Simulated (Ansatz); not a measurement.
A crystal relaxed with r2SCAN in Ansatz 0.2.0 has space group Fd-3m:1 (No. 227) and a = 9.201 Å.

| atom | site | x | y | z |
| --- | --- | --- | --- | --- |
| Cd | 8b | 0.2500 | 0.7500 | 0.2500 |
| In | 16c | 0.6250 | 0.8750 | 0.3750 |
| Xx | 32e | 0.3619 | 0.3619 | 0.3619 |

With r2SCAN the valence top lies at L and the conduction bottom at Γ, 1.57 eV higher; the smallest vertical gap, at Γ, is 1.63 eV. HSE06 gives an indirect gap of 2.53 eV, from L to Γ; the least direct gap is 2.61 eV at Γ. The PBE gap is indirect, 1.07 eV (L to Γ), below the direct gap of 1.13 eV at Γ. Meshes: r2SCAN 6×6×6, HSE06 4×4×4, PBE 6×6×6. r2SCAN's ε∞ is 4.4 in all directions.

**Question.** Which element is Xx?
A. Te
B. S
C. Se
D. O

**Answer.** D. Xx is O: CdIn2O4 (Fd-3m) from a database structure. Around Cd lie 4 O at 2.20 Å; around In lie 6 O at 2.19 Å; around O lie 3 In at 2.19 Å and 1 Cd at 2.20 Å.

No spin polarisation and no zero-point or thermal motion.

The runs are scalar-relativistic, without spin-orbit coupling.

The meshes of the hybrids are coarse, so their gaps aren't converged to the digits shown.

For a response run the program warns that the ground state's bands aren't all converged, so ε∞ carries an extra error.
